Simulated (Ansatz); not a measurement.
Runs of Ansatz 0.2.0 on Li2O. The structure is cubic, space group Fm-3m (No. 225). Conventional cell: a = 4.654 Å, b = 4.654 Å, c = 4.654 Å, α = 90.00°, β = 90.00°, γ = 90.00°. Around O (site symmetry m-3m) lie 8 Li at 2.02 Å. Li (site symmetry -43m) has 4 O at 2.02 Å as nearest neighbours. The cell comes from a database or a generator and needn't be the stable form of this composition.

```tsv
task	level	potentials or basis	k mesh	cutoff (eV)	points for each segment of the path	gap on the mesh (eV)	pressure (GPa)
band structure	RPBE	Ansatz PAW	6 × 6 × 6	420	14	5.09	(b)
single point	PBE	Ansatz NC	10 × 10 × 10	1240	-	4.95	-1.5
band structure	PBE	Ansatz PAW	6 × 6 × 6	420	14	4.95	(a)
single point	PBE	PseudoDojo standard (PBE files)	10 × 10 × 10	1143	-	4.96	-1.5
band structure	BLYP	Ansatz PAW	6 × 6 × 6	420	14	5.28	-0.7
```

Alike in all rows: no spin polarisation; cell as given; smearing fermi-dirac 0.05 eV.

Problem. Estimate the missing entries.

Solution. (a) -1.4; (b) 2.1.

Caveats: the PAW data sets come from PBE, with cores solved anew for the run's functional, which leaves a small shift of forces and pressure (some runs).

A k mesh can miss the band edges.
